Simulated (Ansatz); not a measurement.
Ni:

```
CELL_PARAMETERS angstrom
0.00000 1.73757 1.73757
1.73757 0.00000 1.73757
1.73757 1.73757 0.00000
ATOMIC_POSITIONS crystal
Ni 0.00000 0.00000 0.00000
```

- Program: Ansatz 0.2.0
- Task: relaxation of cell and atoms
- Functional: PBE
- Potentials or basis: Ansatz PAW
- Cutoff: 420 eV (not typed: the program's choice for these potentials)
- k mesh: 10 × 10 × 10
- Occupations: fermi-dirac, width 0.05 eV
- Spin: collinear spin, ferromagnetic start
- Starting moments: [1.0] μB

At the start: volume 10.49 Å³/atom.

Question: How do energy, volume and symmetry change on relaxing?

Answer: It ends after 5 steps and the volume is 10.92 Å³/atom (+4.1 %); space group Fm-3m (No. 225, to 0.05 Å); moment 0.72 μB per cell.

Step by step:
```tsv
step	energy change (eV)	largest force (eV/Å)	volume (Å³)
1	0.0000	0.0000	10.49
2	-0.0081	0.0000	10.69
3	-0.0111	0.0000	10.90
4	-0.0111	0.0000	10.92
5	-0.0112	0.0000	10.92
```

Final structure:
```
Ni
1.0
     0.00000    1.76094    1.76094
     1.76094    0.00000    1.76094
     1.76094    1.76094    0.00000
Ni
1
Direct
  0.00000 0.00000 0.00000
```

Caveat: the plane-wave basis is chosen anew once the cell has moved, so the energies of steps on either side of that aren't comparable.
